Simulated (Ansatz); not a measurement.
## Electron scattering at the Σ5 (210) boundary in fcc Al with Mg (substitutional)

How much does the Σ5 (210) boundary in fcc Al with Mg (substitutional) reflect electrons?

Calculated with Ansatz 0.2.0; Ansatz plane-wave DFT, PBE, PAW files; relaxation of a bicrystal slab with its lowest layers held; PAW set soft_1, in the first sound run; inputs show where later runs differ.

**1. The structure**

The cell holds 21 atoms: 20 Al and 1 Mg. Its edges and angles: a = 4.958 Å, b = 4.048 Å, c = 30.008 Å, α = 90.0°, β = 90.0°, γ = 65.9°. It derives from Al. built on the (2 1 0) plane; 2 overlapping atoms removed and the grains opened by 0 Å. Vacuum lies along c.

**2. Relaxing the bicrystal**

The boundary is built by mirroring the lower grain in the boundary plane and removing any atoms that overlap; then the Mg is put in at the boundary. A thin bicrystal slab is relaxed first, with the lowest layers held and the upper grain free to shift and open.

input.yaml

```yaml
crystal:
  lattice:
    - [4.957730497, 0.0, 0.0]
    - [1.6525768323, 3.6952741352, 0.0]
    - [0.0, 0.0, 30.0082257911]
  atoms:
    - { symbol: Al, position: [0.6, 0.7000000001, 0.1666209804] }
    - { symbol: Al, position: [0.2, 0.4000000001, 0.1967844967] }
    - { symbol: Al, position: [0.8, 0.1000000001, 0.226948013] }
    - { symbol: Al, position: [0.4, 0.8000000001, 0.2571115294] }
    - { symbol: Al, position: [1.0, 0.5000000001, 0.2872750457] }
    - { symbol: Al, position: [0.6, 0.2, 0.3174385621] }
    - { symbol: Al, position: [0.2, 0.9, 0.3476020784] }
    - { symbol: Al, position: [0.8, 0.6, 0.3777655948] }
    - { symbol: Al, position: [0.4, 0.3, 0.4079291111] }
    - { symbol: Mg, position: [0.0, 0.0, 0.4380926274] }
    - { symbol: Al, position: [0.8, 0.6, 0.4984196601] }
    - { symbol: Al, position: [0.2, 0.9, 0.5285831765] }
    - { symbol: Al, position: [0.6, 0.2, 0.5587466928] }
    - { symbol: Al, position: [1.0, 0.5000000001, 0.5889102092] }
    - { symbol: Al, position: [0.4, 0.8000000001, 0.6190737255] }
    - { symbol: Al, position: [0.8, 0.1000000001, 0.6492372419] }
    - { symbol: Al, position: [0.2, 0.4000000001, 0.6794007582] }
    - { symbol: Al, position: [0.6, 0.7000000001, 0.7095642745] }
    - { symbol: Al, position: [1.0, 1.0e-10, 0.7397277909] }
    - { symbol: Al, position: [0.4, 0.3000000001, 0.7698913072] }
    - { symbol: Al, position: [0.8, 0.6000000001, 0.8000548236] }
kpoints:
  mp_grid: { grid: [6, 6, 1] }
hamiltonian:
  xc: pbe
  pseudopotentials: { kind: paw, azcp: { folder: soft_1 } }
scf:
  occupations: { method: fermi_dirac, width: 0.1 }
relax:
  f_tol: 0.03
  max_steps: 80
  constraints: [{ sites: [0, 1, 2, 3] }]
```

Started as:

```
$ ansatz run input.yaml --threads 4 --pin off --max-ram 15360MiB --backend cpu --events-out ev --progress --plain --runs-dir out
```

Numbers of over 12 decimals in the logs are rounded to 6 here.

The program printed:

```text
Engine: ansatz 0.2.0, aarch64-unknown-linux-gnu
Pseudopotentials: kind: paw
Pseudopotential: Al, paw, valence charge 3, recommended cutoff 420 eV (normal), soft_1/Al.paw.azcp
Pseudopotential: Mg, paw, valence charge 10, recommended cutoff 420 eV (normal), soft_1/Mg.paw.azcp
Functional definition: PBE
  parameter kappa = 0.804
  parameter beta = 0.066725
  exchange = pbe_x(kappa = kappa, mu = beta*pi^2/3)
  correlation = pbe_c(beta = beta)
Crystal: 21 atoms, lattice volume = 549.756 Å³
Basis set: ecut = 420 eV, 10749 PW (Γ), exchange–correlation on 72×60×432 points (8 copies of the dense FFT grid, shifted against one another)
Bands: 56, of which v1, the nominal top of the filled ones, is band 35 counted from 1 (34 counted from 0)
Symmetry: 2 space group operations
Space group: Cm (ITA 8), of the structure as read, at distance tolerance 8.2e-5 Å
k-points: 13 of 36 (time reversal used)
Non-local potential: Al, projectors of the file, l = 0: 2, l = 1: 2, l = 2: 1
Non-local potential: Mg, projectors of the file, l = 0: 3, l = 1: 2, l = 2: 1
PAW form: soft (Blöchl's): semilocal exchange-correlation on the pseudo side does not see the compensation charge
PAW one-centre angular grid: Al, 110 points (default); XC on 64 Gauss nodes
PAW one-centre angular grid: Mg, 110 points (default); XC on 64 Gauss nodes
Initial density: superposition of atomic densities (neutral atoms: chi_scale 0, normalization atom)
Initial wavefunctions: pseudopotential atomic-orbital guess
Functional: x = pbe(κ = 0.804, μ = 0.219515), c = pbe(β = 0.066725)
SCF iter   1: F=—  HF=-12673.119818 eV  |F-HF|=—  |Δ(HF+E_count)|=         —  Δρ=2.12e-2  dr2=2.64e1  ethr=3.10e-3  ⟨swp⟩=8.8  Hψ=4105  notcnv=0  defer=13
preconditioner: auto → LDOS  [metal: Δε(μ)=0.015 eV  Ē_g=6.377 eV  σ=0.100 eV  W_gap=0.04  n_scr=80 (ndim 8)  ℏωp=12.5 eV  f_vac=0.234  D(μ)=9.25/eV (n_scr^D=50)  β→1.0]
SCF iter   2: F=—  HF=-12670.810910 eV  |F-HF|=—  |Δ(HF+E_count)|=    2.31e0  Δρ=9.04e-3  dr2=3.31e0  ethr=3.10e-3  ⟨swp⟩=5.3  Hψ=1854  notcnv=0  defer=37
SCF iter   3: F=—  HF=-12670.601421 eV  |F-HF|=—  |Δ(HF+E_count)|=   2.09e-1  Δρ=1.74e-3  dr2=1.12e-1  ethr=3.10e-3  ⟨swp⟩=4.2  Hψ=1171  notcnv=0  defer=29
SCF iter   4: F=—  HF=-12670.593324 eV  |F-HF|=—  |Δ(HF+E_count)|=   8.10e-3  Δρ=4.01e-4  dr2=2.26e-3  ethr=1.59e-4  ⟨swp⟩=2.6  Hψ=1314  notcnv=0  defer=27
SCF iter   5: F=—  HF=-12670.593418 eV  |F-HF|=—  |Δ(HF+E_count)|=   9.44e-5  Δρ=1.09e-4  dr2=6.10e-4  ethr=3.23e-6  ⟨swp⟩=2.0  Hψ=1045  notcnv=0  defer=27
SCF iter   6: F=-12670.593420 eV  HF=-12670.593428 eV  |F-HF|=7.63e-6  |Δ(HF+E_count)|=   9.96e-6  Δρ=2.52e-5  dr2=1.40e-5  ethr=3.21e-8  ⟨swp⟩=4.5  Hψ=2848  notcnv=0
SCF 1 converged in 6 iterations: F = -12670.593420 eV  dr2 = 1.40e-5
  greatest PAW one-centre occupation: 1.000 electrons in one spin orbital (limit 2), on the Mg atom at site 9 (counted from 0), in its partial waves of l = 0
relax step   1: F+E_penalty+E_count = -12670.59342043 eV  Δ(F+E_penalty+E_count) = +0.000e0 eV  max|allowed force component| = 3.995e-1 eV/Å  Δτ_max = 0.0000 Å  (6 SCF iters, dr2 threshold 2.25e-5 eV, accepted)
Initial density: handed on by an earlier stage of this run
Initial wavefunctions: those handed on with the density
iter 1 solved again at ethr=5.39e-4 eV; its pass at ethr=3.10e-3 eV (dr2=3.77e-1 eV) is discarded
SCF iter   1: F=—  HF=-12670.737754 eV  |F-HF|=—  |Δ(HF+E_count)|=         —  Δρ=2.89e-3  dr2=3.10e-1  ethr=5.39e-4  ⟨swp⟩=1.5  Hψ=3266  notcnv=0  defer=21
preconditioner: auto → LDOS  [metal: Δε(μ)=0.071 eV  Ē_g=6.254 eV  σ=0.100 eV  W_gap=0.17  n_scr=80 (ndim 8)  ℏωp=12.5 eV  f_vac=0.245  D(μ)=8.85/eV (n_scr^D=38)  β→1.0]
SCF iter   2: F=—  HF=-12670.712949 eV  |F-HF|=—  |Δ(HF+E_count)|=   2.48e-2  Δρ=8.83e-4  dr2=2.15e-2  ethr=4.42e-4  ⟨swp⟩=2.1  Hψ=964  notcnv=0  defer=21
SCF iter   3: F=—  HF=-12670.711269 eV  |F-HF|=—  |Δ(HF+E_count)|=   1.68e-3  Δρ=2.26e-4  dr2=2.02e-3  ethr=3.07e-5  ⟨swp⟩=2.1  Hψ=1008  notcnv=0  defer=21
SCF iter   4: F=—  HF=-12670.711084 eV  |F-HF|=—  |Δ(HF+E_count)|=   1.85e-4  Δρ=5.67e-5  dr2=1.04e-4  ethr=2.89e-6  ⟨swp⟩=2.0  Hψ=996  notcnv=0  defer=21
SCF iter   5: F=-12670.711080 eV  HF=-12670.711081 eV  |F-HF|=7.32e-7  |Δ(HF+E_count)|=   2.55e-6  Δρ=1.26e-5  dr2=1.92e-6  ethr=1.43e-8  ⟨swp⟩=3.8  Hψ=2932  notcnv=0
SCF 2 converged in 5 iterations: F = -12670.711080 eV  dr2 = 1.92e-6
relax step   2: F+E_penalty+E_count = -12670.71108038 eV  Δ(F+E_penalty+E_count) = -1.177e-1 eV  max|allowed force component| = 1.657e-1 eV/Å  Δτ_max = 0.1581 Å  (5 SCF iters, dr2 threshold 9.98e-6 eV, accepted)
iter 1 solved again at ethr=2.83e-4 eV; its pass at ethr=3.10e-3 eV (dr2=1.98e-1 eV) is discarded
SCF iter   1: F=—  HF=-12670.754486 eV  |F-HF|=—  |Δ(HF+E_count)|=         —  Δρ=2.40e-3  dr2=1.45e-1  ethr=2.83e-4  ⟨swp⟩=1.5  Hψ=2886  notcnv=0  defer=22
preconditioner: auto → LDOS  [metal: Δε(μ)=0.047 eV  Ē_g=6.250 eV  σ=0.100 eV  W_gap=0.12  n_scr=80 (ndim 8)  ℏωp=12.5 eV  f_vac=0.245  D(μ)=9.18/eV (n_scr^D=46)  β→1.0]
SCF iter   2: F=—  HF=-12670.742608 eV  |F-HF|=—  |Δ(HF+E_count)|=   1.19e-2  Δρ=4.42e-4  dr2=8.92e-3  ethr=2.08e-4  ⟨swp⟩=2.0  Hψ=834  notcnv=0  defer=22
SCF iter   3: F=—  HF=-12670.742078 eV  |F-HF|=—  |Δ(HF+E_count)|=   5.30e-4  Δρ=1.27e-4  dr2=4.01e-4  ethr=1.27e-5  ⟨swp⟩=1.9  Hψ=1054  notcnv=0  defer=22
SCF iter   4: F=—  HF=-12670.742044 eV  |F-HF|=—  |Δ(HF+E_count)|=   3.42e-5  Δρ=3.08e-5  dr2=3.16e-5  ethr=5.72e-7  ⟨swp⟩=2.4  Hψ=1077  notcnv=0  defer=22
SCF iter   5: F=-12670.742045 eV  HF=-12670.742045 eV  |F-HF|=4.33e-8  |Δ(HF+E_count)|=   7.77e-7  Δρ=6.44e-6  dr2=3.96e-7  ethr=2.45e-9  ⟨swp⟩=4.1  Hψ=3075  notcnv=0
SCF 3 converged in 5 iterations: F = -12670.742045 eV  dr2 = 3.96e-7
relax step   3: F+E_penalty+E_count = -12670.74204484 eV  Δ(F+E_penalty+E_count) = -3.096e-2 eV  max|allowed force component| = 1.016e-1 eV/Å  Δτ_max = 0.1143 Å  (5 SCF iters, dr2 threshold 1.72e-6 eV, accepted)
[... from here on, the SCF cycles and remarks between the steps are left out ...]
relax step   4: F+E_penalty+E_count = -12670.77163506 eV  Δ(F+E_penalty+E_count) = -2.959e-2 eV  max|allowed force component| = 1.209e-1 eV/Å  Δτ_max = 0.1948 Å  (5 SCF iters, dr2 threshold 1.77e-6 eV, accepted)
relax step   5: F+E_penalty+E_count = -12670.80175254 eV  Δ(F+E_penalty+E_count) = -3.012e-2 eV  max|allowed force component| = 8.555e-2 eV/Å  Δτ_max = 0.1939 Å  (5 SCF iters, dr2 threshold 5.49e-6 eV, accepted)
relax step   6: F+E_penalty+E_count = -12670.82773850 eV  Δ(F+E_penalty+E_count) = -2.599e-2 eV  max|allowed force component| = 4.948e-2 eV/Å  Δτ_max = 0.1985 Å  (5 SCF iters, dr2 threshold 3.66e-6 eV, accepted)
relax step   7: F+E_penalty+E_count = -12670.84505843 eV  Δ(F+E_penalty+E_count) = -1.732e-2 eV  max|allowed force component| = 6.135e-2 eV/Å  Δτ_max = 0.1952 Å  (7 SCF iters, accepted)
relax step   8: F+E_penalty+E_count = -12670.85356813 eV  Δ(F+E_penalty+E_count) = -8.510e-3 eV  max|allowed force component| = 1.521e-1 eV/Å  Δτ_max = 0.1943 Å  (5 SCF iters, dr2 threshold 1.26e-6 eV, accepted)
relax step   9: F+E_penalty+E_count = -12670.86599794 eV  Δ(F+E_penalty+E_count) = -1.243e-2 eV  max|allowed force component| = 5.595e-2 eV/Å  Δτ_max = 0.1941 Å  (4 SCF iters, dr2 threshold 2.31e-5 eV, accepted)
relax step  10: F+E_penalty+E_count = -12670.86785608 eV  Δ(F+E_penalty+E_count) = -1.858e-3 eV  max|allowed force component| = 7.162e-2 eV/Å  Δτ_max = 0.1916 Å  (6 SCF iters, accepted)
relax step  11: F+E_penalty+E_count = -12670.87350330 eV  Δ(F+E_penalty+E_count) = -5.647e-3 eV  max|allowed force component| = 4.533e-2 eV/Å  Δτ_max = 0.1600 Å  (6 SCF iters, accepted)
SCF iter   1: F=—  HF=-12670.875045 eV  |F-HF|=—  |Δ(HF+E_count)|=         —  Δρ=4.44e-4  dr2=2.86e-3  ethr=2.58e-5  ⟨swp⟩=2.6  Hψ=1686  notcnv=0  defer=18
preconditioner: auto → LDOS  [metal: Δε(μ)=0.039 eV  Ē_g=6.254 eV  σ=0.100 eV  W_gap=0.10  n_scr=80 (ndim 8)  ℏωp=12.5 eV  f_vac=0.250  D(μ)=8.81/eV (n_scr^D=38)  β→1.0]
SCF iter   2: F=—  HF=-12670.874549 eV  |F-HF|=—  |Δ(HF+E_count)|=   4.96e-4  Δρ=1.45e-4  dr2=4.96e-4  ethr=4.08e-6  ⟨swp⟩=2.5  Hψ=1314  notcnv=0  defer=18
SCF iter   3: F=—  HF=-12670.874521 eV  |F-HF|=—  |Δ(HF+E_count)|=   2.74e-5  Δρ=3.35e-5  dr2=2.44e-5  ethr=7.09e-7  ⟨swp⟩=2.2  Hψ=1044  notcnv=0  defer=18
SCF iter   4: F=—  HF=-12670.874538 eV  |F-HF|=—  |Δ(HF+E_count)|=   1.72e-5  Δρ=5.94e-6  dr2=3.77e-7  ethr=3.48e-8  ⟨swp⟩=2.0  Hψ=1101  notcnv=0  defer=18
SCF iter   5: F=-12670.874538 eV  HF=-12670.874538 eV  |F-HF|=3.09e-10  |Δ(HF+E_count)|=   2.12e-8  Δρ=1.57e-6  dr2=2.05e-8  ethr=1.43e-10  ⟨swp⟩=5.1  Hψ=2563  notcnv=0
SCF 12 converged in 5 iterations: F = -12670.874538 eV  dr2 = 2.05e-8
relax step  12: F+E_penalty+E_count = -12670.87453846 eV  Δ(F+E_penalty+E_count) = -1.035e-3 eV  max|allowed force component| = 2.966e-2 eV/Å  Δτ_max = 0.0269 Å  (5 SCF iters, accepted)
SCF converged after 5 iterations
Free energy (F): -12670.874538 eV
Harris-Foulkes:  -12670.874538 eV  (|F-HF|=3.09e-10)
Internal energy: -12670.581996 eV  (E = F + TS)
E sigma→0 (E₀):  -12670.728267 eV
Entropy (-TS):   -0.292542 eV (-13.931 meV/atom)
Fermi energy:    3.531718 eV
--- Per-component energies (eV) ---
  E_band       = -414.588999
  E_kinetic    = 501.304693
  E_local      = -17414.867720  (includes V_loc(G=0)·N_el)
  E_nonlocal   = 397.375630
  E_hartree    = 8408.810044
  E_xc         = -769.488519
  E_vxc        = -603.092256  (∫ρ·V_xc dr)
  E_paw        = -9688.574911  (= ΣΔE_a)
  E_vpaw       = -112.931042  (= ΣTr[D̂ρ^β])
  E_aug_tail   = -0.000176  (compensation charges beyond the density's cutoff)
  E_ewald      = 5894.858963
  E_smearing   = -0.292542  (= −TS)
  E_closure    = -0.000000  (closes the sum)
  Σ components = -12670.874538   (vs F -12670.874538, Δ=0.00e0)
--- Forces (eV/Å), atoms counted from 1 ---
  atom   1  Al    -0.02029546     0.00907641     0.29895244
  atom   2  Al    -0.06627036     0.02963700    -0.26544742
  atom   3  Al     0.04148038    -0.01855059    -0.05865062
  atom   4  Al     0.05301109    -0.02370728     0.03345551
  atom   5  Al    -0.01945990     0.00870273    -0.00262336
  atom   6  Al     0.01366945    -0.00611316    -0.01240039
  atom   7  Al    -0.01551485     0.00693845    -0.00868104
  atom   8  Al     0.01033774    -0.00462318     0.02966016
  atom   9  Al     0.01070460    -0.00478724    -0.00405564
  atom  10  Mg     0.00745116    -0.00333226     0.01663852
  atom  11  Al    -0.01868823     0.00835763    -0.01547628
  atom  12  Al    -0.00150007     0.00067085    -0.02186496
  atom  13  Al     0.00313483    -0.00140194    -0.00554955
  atom  14  Al     0.00917344    -0.00410249     0.01279639
  atom  15  Al    -0.00008200     0.00003667     0.00664013
  atom  16  Al    -0.00449193     0.00200885    -0.00065600
  atom  17  Al    -0.00864344     0.00386546     0.00656103
  atom  18  Al     0.00923238    -0.00412885     0.01092429
  atom  19  Al    -0.00758393     0.00339164    -0.00736704
  atom  20  Al     0.01636705    -0.00731957    -0.00306928
  atom  21  Al    -0.01203477     0.00538211    -0.00982874
  max |Σ_I F_I| component: 4.18e-5 eV/Å
--- Relaxed structure (12 steps of the walk, 12 accepted, 0 SCFs on fresh bases) ---
  F+E_penalty+E_count = -12670.87453846 eV   max|allowed force component| = 2.966e-2 eV/Å
  atoms:
    - { symbol: Al, position: [0.600000, 0.700000, 0.166621] }
    - { symbol: Al, position: [0.200000, 0.4, 0.1967844967] }
    - { symbol: Al, position: [0.800000, 0.100000, 0.226948] }
    - { symbol: Al, position: [0.400000, 0.800000, 0.2571115294] }
    - { symbol: Al, position: [1.008246, 0.495877, 0.287352] }
    - { symbol: Al, position: [0.611994, 0.194003, 0.317010] }
    - { symbol: Al, position: [0.216460, 0.891770, 0.347180] }
    - { symbol: Al, position: [0.809367, 0.595317, 0.377390] }
    - { symbol: Al, position: [0.417613, 0.291193, 0.408729] }
    - { symbol: Mg, position: [0.00513645, -0.00256822, 0.441093] }
    - { symbol: Al, position: [0.565924, 0.717038, 0.487673] }
    - { symbol: Al, position: [-0.082012, 1.041006, 0.530143] }
    - { symbol: Al, position: [0.320763, 0.339618, 0.551815] }
    - { symbol: Al, position: [0.711886, 0.644057, 0.585514] }
    - { symbol: Al, position: [0.117279, 0.941361, 0.616380] }
    - { symbol: Al, position: [0.511855, 0.244073, 0.645405] }
    - { symbol: Al, position: [-0.091839, 0.545920, 0.675895] }
    - { symbol: Al, position: [0.295294, 0.852353, 0.705419] }
    - { symbol: Al, position: [0.696208, 0.151896, 0.736478] }
    - { symbol: Al, position: [0.083683, 0.458159, 0.770790] }
    - { symbol: Al, position: [0.482638, 0.758681, 0.792539] }
```

Wall time 1.9 min (4 threads of Arm Neoverse V1, shared host); peak memory 1.1 GiB.

Step by step:

```
step  energy less that of the first step (eV)  largest force component (eV/Å)
   1                                   0.0000                          0.3995
   2                                  -0.1177                          0.1657
   3                                  -0.1486                          0.1016
   4                                  -0.1782                          0.1209
   5                                  -0.2083                          0.0855
   6                                  -0.2343                          0.0495
   7                                  -0.2516                          0.0614
   8                                  -0.2601                          0.1521
   9                                  -0.2726                          0.0560
  10                                  -0.2744                          0.0716
  11                                  -0.2801                          0.0453
  12                                  -0.2811                          0.0297
```

The run keeps the 2 symmetry operations that it works with, so distortions that break them were not tested.

The atoms that moved most (Å):

```
atom      dx     dy      dz  length
Al21  -1.311  0.586  -0.226   1.454
Al20  -1.307  0.584   0.027   1.432
Al18  -1.259  0.563  -0.124   1.385
Al19  -1.255  0.561  -0.098   1.378
Al17  -1.206  0.539  -0.105   1.325
Al16  -1.190  0.532  -0.115   1.309
Al14  -1.190  0.532  -0.102   1.308
Al15  -1.168  0.522  -0.081   1.282
```

The relaxed structure:

```cif
data_structure
_symmetry_space_group_name_H-M 'P 1'
_symmetry_Int_Tables_number 1
_cell_length_a 4.9577
_cell_length_b 4.0480
_cell_length_c 30.0082
_cell_angle_alpha 90.000
_cell_angle_beta 90.000
_cell_angle_gamma 65.905
_cell_volume 549.76
loop_
_atom_site_label
_atom_site_type_symbol
_atom_site_fract_x
_atom_site_fract_y
_atom_site_fract_z
_atom_site_occupancy
Al1 Al 0.60000 0.70000 0.16662 1
Al2 Al 0.20000 0.40000 0.19678 1
Al3 Al 0.80000 0.10000 0.22695 1
Al4 Al 0.40000 0.80000 0.25711 1
Al5 Al 0.00825 0.49588 0.28735 1
Al6 Al 0.61199 0.19400 0.31701 1
Al7 Al 0.21646 0.89177 0.34718 1
Al8 Al 0.80937 0.59532 0.37739 1
Al9 Al 0.41761 0.29119 0.40873 1
Mg10 Mg 0.00514 0.99743 0.44109 1
Al11 Al 0.56592 0.71704 0.48767 1
Al12 Al 0.91799 0.04101 0.53014 1
Al13 Al 0.32076 0.33962 0.55181 1
Al14 Al 0.71189 0.64406 0.58551 1
Al15 Al 0.11728 0.94136 0.61638 1
Al16 Al 0.51185 0.24407 0.64540 1
Al17 Al 0.90816 0.54592 0.67590 1
Al18 Al 0.29529 0.85235 0.70542 1
Al19 Al 0.69621 0.15190 0.73648 1
Al20 Al 0.08368 0.45816 0.77079 1
Al21 Al 0.48264 0.75868 0.79254 1
```

This step gave:

```
free energy             : -12670.8745 eV
energy at zero smearing : -12670.7283 eV
Fermi energy            : 3.532 eV
```

The largest force component on a free atom ends at 0.030 eV/Å, under the tolerance of 0.03, after 12 steps.

[end of part 1 of 2]

[Logs are printed without paths, hosts, clocks, repeated set-up lines and the standing remarks that a program may print on its own settings, such as how far it seeks lower states.]

[Hosts, paths, dates, database ids (printed as entryN), source tags and the programs' standing remarks are cut or masked in the printed files.]
